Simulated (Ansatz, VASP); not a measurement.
## SiC in VASP and in Ansatz

```xyz
2
Lattice="0.0000 2.1108 2.1108 2.1108 0.0000 2.1108 2.1108 2.1108 0.0000" Properties=species:S:1:pos:R:3 pbc="T T T"
Si    0.0000    0.0000    0.0000
C     3.1662    3.1662    3.1662
```

Alike in both runs: functional LDA; k mesh 8 × 8 × 8; no spin polarisation.

Ansatz relaxed the structure, and its values are those at the end. VASP's run is a single point on that final structure, the one shown.

```csv
,VASP,Ansatz
version,VASP 6.6.1,Ansatz 0.2.0
potentials or method,"VASP PAW LDA potentials, release 64 (Si, C)","PAW with Ansatz's default frozen-core files, scalar-relativistic"
plane-wave cutoff (eV),520,420
occupations,"gaussian, width 0.01 eV",fixed
valence electrons in the cell,8,8
```

Ansatz gave:

```
gap on the k mesh at the Fermi level (eV) : 1.23
pressure (GPa)                            : 20.0
```

Which values does VASP return?

gap on the k mesh at the Fermi level (eV): 1.22; pressure (GPa): 20.5.

Caveats: so large a pressure means that the cell lies far from this level's equilibrium, or that cutoff or potentials fall short (VASP). A k mesh can miss the band edges.
